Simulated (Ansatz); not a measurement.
CsCl:
```xyz
2
Lattice="4.0687 0.0000 0.0000 0.0000 4.0687 0.0000 0.0000 0.0000 4.0687" Properties=species:S:1:pos:R:3 pbc="T T T"
Cs     0.0000     0.0000     0.0000
Cl     2.0343     2.0343     2.0343
```

Tensor components refer to the Cartesian frame of this cell.

Give the high-frequency dielectric tensor and the Born effective charge tensors of the independent atoms from DFPT, PBEsol (plane waves, PAW; program Ansatz).


ε∞:
```
2.98  0.00  0.00
0.00  2.98  0.00
0.00  0.00  2.98
```
Z* of atom 1 (Cs), rows: field, columns: displacement, in e:
```
1.34  0.00  0.00
0.00  1.34  0.00
0.00  0.00  1.34
```
Z* of atom 2 (Cl), rows: field, columns: displacement, in e:
```
-1.34   0.00   0.00
 0.00  -1.34   0.00
 0.00   0.00  -1.34
```

Space group Pm-3m (CsCl type). The cell was relaxed with PBEsol under the symmetry of its start. Scalar-relativistic: spin–orbit coupling is off unless named, which matters more the heavier the elements.

Potentials: the later of the program's two PAW sets.
